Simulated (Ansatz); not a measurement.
# ZnTe: pressure 50 GPa

The parent structure is ZnTe in the zinc blende structure (space group F-43m, No. 216; a = 6.115 Å).

One thing is altered: cell and atoms relaxed at a pressure of 50 GPa.

Calculations: r2SCAN/PAW in Ansatz (a first-principles code), no SOC, earlier PAW set. Γ-centred 9×9×9 mesh, Fermi–Dirac width 0.05 eV.

| quantity | base | changed | shift |
|---|---|---|---|
| volume per atom | 28.58 Å³ | 19.08 Å³ | -9.50 Å³ |
| density | 5.61 g/cm³ | 8.40 g/cm³ | +2.79 g/cm³ |
| lattice parameter a | 611.5 pm | 534.4 pm | -77.1 pm |
| shortest interatomic distance | 264.8 pm | 231.4 pm | -33.4 pm |
| enthalpy H = E + PV relative to the base's energy | – | +6.98 eV/atom | – |
| band gap | 1.78 eV | 1.36 eV | -0.427 eV |
| gap character | direct at Γ | indirect, Γ → a point along ⟨100⟩, about 1.0 Å⁻¹ from Γ | – |
| smallest direct gap | 1.78 eV | 4.03 eV | +2.25 eV |
| width of the top valence band | 2.63 eV | 5.19 eV | +2.56 eV |
| electron mass | 0.11 mₑ (at Γ) | 1.7 mₑ along k, 0.21 mₑ across (off the special points) | – |
| hole mass (degenerate bands, along [100]) | 0.11, 0.45, 0.45 mₑ (at Γ) | 0.17, 0.22, 0.22 mₑ (at Γ) | – |
| valley order (the lowest conduction-band minima on the path, energy above the VBM, named in the base's zone) | Γ 1.78 eV; L along ⟨111⟩ 2.20 eV; a point along ⟨100⟩, about 0.9 Å⁻¹ from Γ 2.55 eV | a point along ⟨100⟩, about 0.9 Å⁻¹ from Γ 1.36 eV; L along ⟨111⟩ 2.76 eV | – |

Final structure:

```yaml
crystal:
  lattice:
    - [0.00000, 2.67204, 2.67204]
    - [2.67204, 0.00000, 2.67204]
    - [2.67204, 2.67204, 0.00000]
  atoms:
    - { symbol: Te, position: [0.75000, 0.75000, 0.75000] }
    - { symbol: Zn, position: [0.00000, 0.00000, 0.00000] }
```

With Te present, leaving out spin-orbit coupling can change the band edges. Load acts through the strain it causes; cell and atoms are relaxed under it. Masses are band curvatures over ±0.01 Å⁻¹ around the edge. Along k means along the line from Γ to the band edge. Whether these cells are dynamically stable was not tested. Measured, ZnTe leaves this structure (for cinnabar) near 9.5 GPa (temperature not stated; as listed in Datta, Sujoy, Jana, Debnarayan, arXiv (2020)), on rising pressure, with hysteresis.
